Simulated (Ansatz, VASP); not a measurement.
# WC: VASP beside Ansatz

```xyz
2
Lattice="0.0000 2.1927 2.1927 2.1927 0.0000 2.1927 2.1927 2.1927 0.0000" Properties=species:S:1:pos:R:3 pbc="T T T"
W     0.0000    0.0000    0.0000
C     2.1927    2.1927    2.1927
```

Measurements of this composition are mostly on another form, of space group No. 187.

Alike in both runs: task single point; functional r2SCAN; k mesh 8 × 8 × 8; occupations gaussian, width 0.1 eV; no spin polarisation.

```csv
,VASP,Ansatz
version,VASP 6.6.1,Ansatz 0.2.0
potentials or method,"VASP PAW PBE potentials, release 64 (W_sv, C)","scalar-relativistic, plane waves, PAW"
plane-wave cutoff (eV),520,500
valence electrons in the cell,18,18
```

|  | VASP | Ansatz | Ansatz less VASP |
| --- | --- | --- | --- |
| gap on the k mesh at the Fermi level (eV) | none | none | - |
| pressure (GPa) | -3.4 | -4.9 | -1.58 |

A gap of «none» marks a metal or a gap that the smearing closes. With one functional, cell and mesh, what is left measures potentials, basis and numerics.

Caveats: the PAW data sets were made with another functional, which shifts forces and pressure a little (VASP). Spin-orbit coupling is left out, which matters for the levels of W.
